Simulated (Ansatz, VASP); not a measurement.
**One calculation of HfC, two programs**

```
CELL_PARAMETERS angstrom
0.00000 2.34040 2.34040
2.34040 0.00000 2.34040
2.34040 2.34040 0.00000
ATOMIC_POSITIONS crystal
Hf 0.50000 0.50000 0.50000
C 0.00000 0.00000 0.00000
```

Change from the starting cell: volume scaled by 1.02, PAW files.

Alike in both runs: task electric field gradients; functional LDA; k mesh 12 × 12 × 12; occupations fermi-dirac, width 0.05 eV; no spin polarisation.

|  | VASP | Ansatz |
| --- | --- | --- |
| version | VASP 6.6.1 | Ansatz 0.2.0 |
| potentials or method | VASP PAW LDA potentials, release 64 (Hf_pv, C) | PAW with Ansatz's default frozen-core files, scalar-relativistic |
| plane-wave cutoff (eV) | 520 | 420 |
| valence electrons in the cell | 14 | 30 |

```tsv
	VASP	Ansatz	Ansatz less VASP
pressure (GPa)	-15.7	-15.9	-0.20
Vzz of the field gradient on the site that differs most (V/Å²)	0.0	0.0	0.00
```

The two sets of potentials don't hold the same shells in valence. Ansatz warned: «gradients_without_spin_orbit».

Caveats: so large a pressure means that the cell lies far from this level's equilibrium, or that cutoff or potentials fall short (VASP). The runs have no spin-orbit coupling, so splittings on Hf are missing.
